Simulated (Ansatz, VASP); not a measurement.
# Au: 3 runs at one level of theory

The starting cell:

```
Au
1.0
     0.00000    2.03500    2.03500
     2.03500    0.00000    2.03500
     2.03500    2.03500    0.00000
Au
1
Cartesian
  0.0000 0.0000 0.0000
```

Alike in all runs: task relaxation of cell and atoms; functional revPBE; dispersion D4; k mesh 11 × 11 × 11; occupations fermi-dirac, width 0.05 eV; no spin polarisation; no spin-orbit coupling.

```tsv
program and potentials	plane-wave cutoff (eV)	notes	equilibrium volume (Å³/atom)
Ansatz, Ansatz PAW	420	potentials made for PBE, which Ansatz adapts in part; 19 valence electrons an atom on average	17.19
Ansatz, all-electron LAPW, scalar-relativistic	-	-	17.19
VASP, PBE PAW files Au, 600 eV	600	potentials made for PBE; 11 valence electrons an atom on average	17.16
```

The equilibrium volume spans 17.16 (VASP, PBE PAW files Au, 600 eV) to 17.19 Å³/atom (Ansatz, Ansatz PAW), with all-electron results at 17.19. Some sets were made for another functional than the one run, which can shift their rows. Relaxations stop with a little pressure left, so the last digit of a volume isn't settled.

The functional is the same throughout but for its coding, so the spread measures potentials, basis and numerics; runs on potential files found faulty are left out.

The three runs give practically the same volume for gold, and the 19-electron potential matches the all-electron value of 17.19 Å³/atom. The 11-electron potential, which leaves the 5s and 5p shells in the core, comes out only marginally smaller at 17.16 Å³/atom. This suggests that freezing these shells costs little near equilibrium. They are compact and lie well below the valence band, while cohesion comes from the broad 6s-6p band and its hybridisation with the filled 5d shell. The small remaining difference can't be assigned to the semicore treatment, however, since program and basis change along with it.

All three volumes lie slightly above the measured one. revPBE by itself is known to bind 5d metals too weakly and expand their lattices, and the attractive dispersion term probably offsets much of that error. The closeness to experiment may therefore owe something to compensation between the two, and the agreement among the runs is no test of that balance, which they all share.
